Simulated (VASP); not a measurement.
# Te2Mo (P6_3/mmc) in VASP: further runs, part 2 of 2

VASP 6.6.1.

### 3 Band structure, PBEsol, spin-orbit coupling, no magnetisation

Contents of INCAR:

```
SYSTEM = Te2Mo
  PREC = Accurate
  ENCUT = 520
  EDIFF = 1E-7
  ISMEAR = -1
  SIGMA = 0.05
  LREAL = .FALSE.
  LASPH = .TRUE.
  NELM = 60
  ALGO = Fast
  ISIF = 2
  LWAVE = .FALSE.
  LCHARG = .FALSE.
  MAGMOM = 0 0 0 0 0 0 0 0 0 0 0 0 0 0 0 0 0 0
  LORBIT = 11
  LSORBIT = .TRUE.
  GGA_COMPAT = .FALSE.
  LMAXMIX = 4
  GGA = PS
  NBANDS = 68
```

Contents of KPOINTS:

```
Automatic mesh
0
G
  7 7 2
  0 0 0
```

Contents of POSCAR:

```
Te2Mo
1.0
    3.5182000000      0.0000000000      0.0000000000
   -1.7591000000      3.0468505756      0.0000000000
    0.0000000000      0.0000000000     13.9736000000
Te Mo
4 2
Direct
    0.6666666667      0.3333333333      0.3790000000
    0.3333333333      0.6666666667      0.8790000000
    0.6666666667      0.3333333333      0.1210000000
    0.3333333333      0.6666666667      0.6210000000
    0.6666666667      0.3333333333      0.7500000000
    0.3333333333      0.6666666667      0.2500000000
```

Contents of KPOINTS_OPT:

```
path GMKGALHA,LM,KH
20
line-mode
reciprocal
 0.0000000000  0.0000000000  0.0000000000  G
 0.5000000000  0.0000000000  0.0000000000  M

 0.5000000000  0.0000000000  0.0000000000  M
 0.3333333333  0.3333333333  0.0000000000  K

 0.3333333333  0.3333333333  0.0000000000  K
 0.0000000000  0.0000000000  0.0000000000  G

 0.0000000000  0.0000000000  0.0000000000  G
 0.0000000000  0.0000000000  0.5000000000  A

 0.0000000000  0.0000000000  0.5000000000  A
 0.5000000000  0.0000000000  0.5000000000  L

 0.5000000000  0.0000000000  0.5000000000  L
 0.3333333333  0.3333333333  0.5000000000  H

 0.3333333333  0.3333333333  0.5000000000  H
 0.0000000000  0.0000000000  0.5000000000  A

 0.5000000000  0.0000000000  0.5000000000  L
 0.5000000000  0.0000000000  0.0000000000  M

 0.3333333333  0.3333333333  0.0000000000  K
 0.3333333333  0.3333333333  0.5000000000  H
```

Potentials or basis: VASP PAW PBE potentials, release 64 (Te, Mo_sv).

Command:

```bash
$ cat potpaw_PBE.64/Te/POTCAR potpaw_PBE.64/Mo_sv/POTCAR > POTCAR
$ mpirun -np 1 vasp_ncl > vasp.out
```

OUTCAR:

```text
SYSTEM = Te2Mo
   PREC = Accurate
   ENCUT = 520
   EDIFF = 1E-7
   ISMEAR = -1
   LREAL = .FALSE.
   LASPH = .TRUE.
   NELM = 60
   ISIF = 2
   LORBIT = 11
   LSORBIT = .TRUE.
   GGA = PS

 ion  position               nearest neighbor table
   1  0.667  0.333  0.379-   6 2.72   6 2.72   6 2.72   3 3.61
   2  0.333  0.667  0.879-   5 2.72   5 2.72   5 2.72   4 3.61
   3  0.667  0.333  0.121-   6 2.72   6 2.72   6 2.72   1 3.61
   4  0.333  0.667  0.621-   5 2.72   5 2.72   5 2.72   2 3.61
   5  0.667  0.333  0.750-   2 2.72   4 2.72   2 2.72   4 2.72   2 2.72   4 2.72
   6  0.333  0.667  0.250-   1 2.72   3 2.72   1 2.72   3 2.72   1 2.72   3 2.72

  LATTYP: Found a hexagonal cell.
 ALAT       =     3.5182000000
 C/A-ratio  =     3.9718037633

  Lattice vectors:

 A1 = (   3.5182000000,   0.0000000000,   0.0000000000)
 A2 = (  -1.7591000000,   3.0468505756,   0.0000000000)
 A3 = (   0.0000000000,   0.0000000000,  13.9736000000)

Analysis of symmetry for initial positions (statically):
=====================================================================
 Subroutine PRICEL returns:
 Original cell was already a primitive cell.

 Routine SETGRP: Setting up the symmetry group for a
 hexagonal supercell.

 Subroutine GETGRP returns: Found 24 space group operations
 (whereof 12 operations were pure point group operations)
 out of a pool of 24 trial point group operations.

The static configuration has the point symmetry D_3d.
 The point group associated with its full space group is D_6h.

Analysis of symmetry for dynamics (positions and initial velocities):
=====================================================================
 Subroutine PRICEL returns:
 Original cell was already a primitive cell.

 Routine SETGRP: Setting up the symmetry group for a
 hexagonal supercell.

[... 1281 lines left out ...]
 -----------------------------------------------------------------------------------
    total drift:                               -0.000000      0.000000     -0.000000

  FREE ENERGIE OF THE ION-ELECTRON SYSTEM (eV)
  ---------------------------------------------------
  free  energy   TOTEN  =       -39.9915779878 eV

  energy  without entropy=      -39.9915471118  energy(sigma->0) =      -39.99156255

 Spin-Orbit-Coupling matrix elements

 Ion:    1  E_soc:     -0.2012701
 l=   1
     0.0000000    -0.0335479    -0.0331284
    -0.0335479     0.0000000    -0.0335479
    -0.0331284    -0.0335479     0.0000000
 l=   2
     0.0000000    -0.0000270     0.0000000    -0.0000270    -0.0001544
    -0.0000270     0.0000000    -0.0000864     0.0000243    -0.0000270
     0.0000000    -0.0000864     0.0000000    -0.0000864     0.0000000
    -0.0000270     0.0000243    -0.0000864     0.0000000    -0.0000270
    -0.0001544    -0.0000270     0.0000000    -0.0000270     0.0000000
 l=   3
     0.0000000     0.0000000     0.0000000     0.0000000     0.0000000     0.0000000     0.0000000
     0.0000000     0.0000000     0.0000000     0.0000000     0.0000000     0.0000000     0.0000000
     0.0000000     0.0000000     0.0000000     0.0000000     0.0000000     0.0000000     0.0000000
     0.0000000     0.0000000     0.0000000     0.0000000     0.0000000     0.0000000     0.0000000
[... 89 lines left out ...]
 l=   2
     0.0000000    -0.0005762     0.0000000    -0.0005762    -0.0039471
    -0.0005762     0.0000000    -0.0021856    -0.0005636    -0.0005762
     0.0000000    -0.0021856     0.0000000    -0.0021856     0.0000000
    -0.0005762    -0.0005636    -0.0021856     0.0000000    -0.0005762
    -0.0039471    -0.0005762     0.0000000    -0.0005762     0.0000000
 l=   3
     0.0000000     0.0000000     0.0000000     0.0000000     0.0000000     0.0000000     0.0000000
     0.0000000     0.0000000     0.0000000     0.0000000     0.0000000     0.0000000     0.0000000
     0.0000000     0.0000000     0.0000000     0.0000000     0.0000000     0.0000000     0.0000000
     0.0000000     0.0000000     0.0000000     0.0000000     0.0000000     0.0000000     0.0000000
     0.0000000     0.0000000     0.0000000     0.0000000     0.0000000     0.0000000     0.0000000
     0.0000000     0.0000000     0.0000000     0.0000000     0.0000000     0.0000000     0.0000000
     0.0000000     0.0000000     0.0000000     0.0000000     0.0000000     0.0000000     0.0000000

 total charge

# of ion       s       p       d       tot
------------------------------------------
    1        1.386   1.971   0.065   3.421
    2        1.386   1.971   0.065   3.421
    3        1.386   1.971   0.065   3.421
    4        1.386   1.971   0.065   3.421
    5        2.257   6.147   3.995  12.399
    6        2.257   6.147   3.995  12.399
--------------------------------------------------
tot         10.056  20.177   8.249  38.483

 magnetization (x)

# of ion       s       p       d       tot
------------------------------------------
    1       -0.000   0.000   0.000   0.000
    2        0.000  -0.000  -0.000  -0.000
    3        0.000  -0.000  -0.000  -0.000
    4       -0.000   0.000   0.000   0.000
    5       -0.000   0.000   0.000   0.000
    6        0.000  -0.000   0.000   0.000
--------------------------------------------------
tot          0.000   0.000   0.000   0.000

 magnetization (y)

# of ion       s       p       d       tot
------------------------------------------
    1       -0.000   0.000   0.000  -0.000
    2       -0.000   0.000   0.000  -0.000
    3       -0.000   0.000  -0.000  -0.000
    4       -0.000   0.000   0.000  -0.000
    5        0.000  -0.000   0.000  -0.000
    6        0.000   0.000   0.000   0.000
--------------------------------------------------
tot         -0.000  -0.000  -0.000  -0.000

 magnetization (z)

# of ion       s       p       d       tot
------------------------------------------
    1        0.000   0.000   0.000   0.000
    2        0.000   0.000   0.000   0.000
    3        0.000   0.000   0.000   0.000
    4        0.000   0.000   0.000   0.000
    5        0.000   0.000   0.000   0.000
    6        0.000   0.000   0.000   0.000
--------------------------------------------------
tot          0.000   0.000   0.000   0.000
```

OSZICAR:

```text
N       E                     dE             d eps       ncg     rms          rms(c)
DAV:   1     0.422260074768E+03    0.42226E+03   -0.26617E+04  2488   0.137E+03
DAV:   2    -0.139380552836E+02   -0.43620E+03   -0.42187E+03  2704   0.332E+02
DAV:   3    -0.406507790563E+02   -0.26713E+02   -0.25997E+02  2600   0.715E+01
DAV:   4    -0.414523072475E+02   -0.80153E+00   -0.79406E+00  2672   0.116E+01
DAV:   5    -0.414739753724E+02   -0.21668E-01   -0.21648E-01  2652   0.197E+00    0.237E+01
RMM:   6    -0.404984846007E+02    0.97549E+00   -0.56057E+00  2192   0.114E+01    0.972E+00
RMM:   7    -0.401992028303E+02    0.29928E+00   -0.17273E+00  2235   0.510E+00    0.674E+00
RMM:   8    -0.399931453002E+02    0.20606E+00   -0.79741E-01  2233   0.451E+00    0.120E+00
RMM:   9    -0.399916708160E+02    0.14745E-02   -0.79828E-02  2659   0.133E+00    0.648E-01
RMM:  10    -0.399915049621E+02    0.16585E-03   -0.13525E-02  2771   0.516E-01    0.228E-01
[... 115 further cycles ...]
DAV:  10    -0.667138509776E+04   -0.18127E-07     1552
       N       E                     dE             ncg
DAV:   1     0.233048082350E+05   -0.77267E+04      664
DAV:   2     0.217019499678E+05   -0.16029E+04      640
DAV:   3     0.216074875831E+05   -0.94462E+02      664
DAV:   4     0.216049519849E+05   -0.25356E+01      664
DAV:   5     0.216048931079E+05   -0.58877E-01      656
DAV:   6     0.216048921184E+05   -0.98953E-03      640
DAV:   7     0.216048920864E+05   -0.31949E-04      656
DAV:   8     0.216048920851E+05   -0.12977E-05      576
DAV:   9     0.216048920851E+05   -0.54799E-07      472
```

stdout:

```text
POSCAR found type information on POSCAR TeMo
 POSCAR found :  2 types and       6 ions
 scaLAPACK will be used
 -----------------------------------------------------------------------------
|                                                                             |
|                                                                             |
|     You enforced a specific xc type in the INCAR file but a different       |
|     I HOPE YOU KNOW WHAT YOU ARE DOING!                                     |
|                                                                             |
 -----------------------------------------------------------------------------

 LDA part: xc-table for (Slater+PW92), standard interpolation
 POSCAR, INCAR and KPOINTS ok, starting setup
 FFT: planning ... GRIDC
 FFT: planning ... GRID_SOFT
 FFT: planning ... GRID
 WAVECAR not read
 entering main loop
 Start KPOINTS_OPT (optional k-point list driver)
k-point batch [1-16\180]
k-point batch [17-32\180]
k-point batch [33-48\180]
k-point batch [49-64\180]
k-point batch [65-80\180]
k-point batch [81-96\180]
k-point batch [97-112\180]
k-point batch [113-128\180]
k-point batch [129-144\180]
k-point batch [145-160\180]
k-point batch [161-176\180]
k-point batch [177-180\180]
```

Wall time 31 min (1 thread of AMD EPYC 9R45 (Zen 5), shared host); peak memory 0.69 GiB.

What came out:

```
Free energy                                           : -39.9916 eV
Pressure                                              : -0.9 GPa
Largest force                                         : 0.045 eV/Å
Valence electrons inside the program's atomic spheres : Te 3.42; Mo 12.40
```

Forces on the atoms (eV/Å):
```
Te   0.000  0.000 -0.045
Te   0.000  0.000 -0.045
Te   0.000  0.000  0.045
Te   0.000  0.000  0.045
Mo   0.000  0.000  0.000
Mo   0.000  0.000  0.000
```

Caveat: the PAW data sets were made with another functional, which shifts forces and pressure a little; this functional lacks dispersion, which binds the layers, so the pressure and a relaxed spacing across them are unreliable.

### 4 Band structure, RPBE

Contents of INCAR:

```
SYSTEM = Te2Mo
PREC = Accurate ; ENCUT = 520
EDIFF = 1E-6 ; ISMEAR = -1
SIGMA = 0.05 ; LREAL = .FALSE.
LASPH = .TRUE. ; NELM = 100
ALGO = Normal ; ISIF = 2
LWAVE = .FALSE. ; LCHARG = .FALSE.
LMAXMIX = 4 ; GGA = RP
NBANDS = 35
```

Contents of KPOINTS:

```
regular mesh
0
G
  9 9 2
  0 0 0
```

POSCAR is that of step 3.

KPOINTS_OPT, as its differences from that of step 3:

```diff
@@ -1,3 +1,3 @@
 path GMKGALHA,LM,KH
-20
+15
 line-mode
```

Command:

```bash
$ cat potpaw_PBE.64/Te/POTCAR potpaw_PBE.64/Mo_sv/POTCAR > POTCAR
$ mpirun -np 1 vasp_std > vasp.out
```

Wall time 4.9 min (1 thread of AMD EPYC 9R45 (Zen 5), shared host); peak memory 0.36 GiB.

It converged, with:

| Property | Result |
| --- | --- |
| Free energy | -33.2964 eV |
| Pressure | 4.8 GPa |
| Largest force | 0.265 eV/Å |
| Band gap on the k mesh | 0.80 eV, indirect (least direct gap 1.04 eV) |
| Band gap along the path | 0.73 eV, indirect (least direct gap 1.04 eV) |

Forces on the atoms (eV/Å):
```
Te   0.000  0.000  0.265
Te   0.000  0.000  0.265
Te   0.000  0.000 -0.265
Te   0.000  0.000 -0.265
Mo   0.000  0.000  0.000
Mo   0.000  0.000  0.000
```

Stress tensor (GPa, compression positive):
```
4.49 0.00 0.00
0.00 4.49 0.00
0.00 0.00 5.44
```

Levels at the corners of the path, in eV from the valence-band top:
```csv
point,band 22,band 23,band 24,band 25,band 26,band 27,band 28,band 29,band 30,band 31
Γ,-1.04,-1.02,-1.02,-0.33,0.00,2.91,2.91,3.04,3.04,3.14
M,-1.80,-1.01,-0.96,-0.60,-0.32,1.27,1.33,1.47,1.80,2.64
M,-1.80,-1.01,-0.96,-0.60,-0.32,1.27,1.33,1.47,1.80,2.64
K,-3.12,-1.83,-1.83,-0.30,-0.07,0.98,0.98,1.19,2.18,2.32
K,-3.12,-1.83,-1.83,-0.30,-0.07,0.98,0.98,1.19,2.18,2.32
Γ,-1.04,-1.02,-1.02,-0.33,0.00,2.91,2.91,3.04,3.04,3.14
Γ,-1.04,-1.02,-1.02,-0.33,0.00,2.91,2.91,3.04,3.04,3.14
A,-1.04,-1.04,-1.04,-0.08,-0.08,2.94,2.94,2.94,2.94,3.29
A,-1.04,-1.04,-1.04,-0.08,-0.08,2.94,2.94,2.94,2.94,3.29
L,-1.92,-0.97,-0.97,-0.46,-0.46,1.29,1.29,1.65,1.65,3.07
L,-1.92,-0.97,-0.97,-0.46,-0.46,1.29,1.29,1.65,1.65,3.07
H,-2.75,-1.99,-1.99,-0.20,-0.20,0.98,0.98,1.64,1.64,2.39
H,-2.75,-1.99,-1.99,-0.20,-0.20,0.98,0.98,1.64,1.64,2.39
A,-1.04,-1.04,-1.04,-0.08,-0.08,2.94,2.94,2.94,2.94,3.29
L,-1.92,-0.97,-0.97,-0.46,-0.46,1.29,1.29,1.65,1.65,3.07
M,-1.80,-1.01,-0.96,-0.60,-0.32,1.27,1.33,1.47,1.80,2.64
K,-3.12,-1.83,-1.83,-0.30,-0.07,0.98,0.98,1.19,2.18,2.32
H,-2.75,-1.99,-1.99,-0.20,-0.20,0.98,0.98,1.64,1.64,2.39
```

Caveat: the PAW data sets were made with another functional, which shifts forces and pressure a little; spin-orbit coupling is left out, which moves the levels of the heavy elements; this functional lacks dispersion, which binds the layers, so the pressure and a relaxed spacing across them are unreliable.

### 5 The reference run

An earlier run on the cell as given: functional PBEsol; potentials or basis VASP PAW PBE potentials, release 64 (Te, Mo_sv); cutoff 520 eV; k mesh 9 × 9 × 2; occupations fermi-dirac, width 0.05 eV; no spin polarisation.

* Pressure: -1.0 GPa
* Largest force: 0.061 eV/Å
* Band gap on the k mesh: 0.75 eV, indirect (least direct gap 1.04 eV)

### 6 The runs side by side

| task | level | potentials or basis | spin | k mesh | ladder | gap on the mesh (eV) | pressure (GPa) | largest force (eV/Å) |
| --- | --- | --- | --- | --- | --- | --- | --- | --- |
| band structure | LDA | VASP PAW LDA potentials, release 64 (Te, Mo_sv) | off | 9 × 9 × 2 | - | 0.75 | -2.8 | 0.24 |
| band structure | PBEsol | VASP PAW PBE potentials, release 64 (Te, Mo_sv) | SOC, no magnetisation | 7 × 7 × 2 | - | - | -0.9 | 0.04 |
| band structure | RPBE | VASP PAW PBE potentials, release 64 (Te, Mo_sv) | off | 9 × 9 × 2 | - | 0.80 | 4.8 | 0.27 |
| single point | PBEsol | VASP PAW PBE potentials, release 64 (Te, Mo_sv) | off | 9 × 9 × 2 | free | 0.75 | -1.0 | 0.06 |

Alike in all rows: cell as given; cutoff (eV) 520; smearing fermi-dirac 0.05 eV.

Caveats: spin-orbit coupling is left out, which moves the levels of the heavy elements (some runs); the PAW data sets were made with another functional, which shifts forces and pressure a little (some runs); this functional lacks dispersion, which binds the layers, so the pressure and a relaxed spacing across them are unreliable (some runs); an odd mesh through Γ misses points on the zone boundary, where band edges often lie (some runs).

Absolute energies hang on the potentials; compare differences alone.

### 7 How close it comes

Step 2. A measured gap of Te2Mo is 0.88 eV (indirect; 300 K; quoted in “Broadband infrared study of pressure-tunable Fano resonance and metallization transition in 2H-MoTe2”, 2022, pmc:9569381); the calculated 0.67 eV misses it by -0.21 eV. Spin-orbit coupling on Mo, Te is left out. The value is that of LDA, without temperature or zero-point motion. Semilocal functionals fall short of measured gaps as a rule.

Step 4. Measured gap of Te2Mo: 0.88 eV (indirect; 300 K; quoted in “Broadband infrared study of pressure-tunable Fano resonance and metallization transition in 2H-MoTe2”, 2022, pmc:9569381). This calculation gives 0.73 eV (-0.15 eV). Spin-orbit coupling on Mo, Te is left out. The value is that of RPBE, without temperature or zero-point motion. Semilocal functionals fall short of measured gaps as a rule.
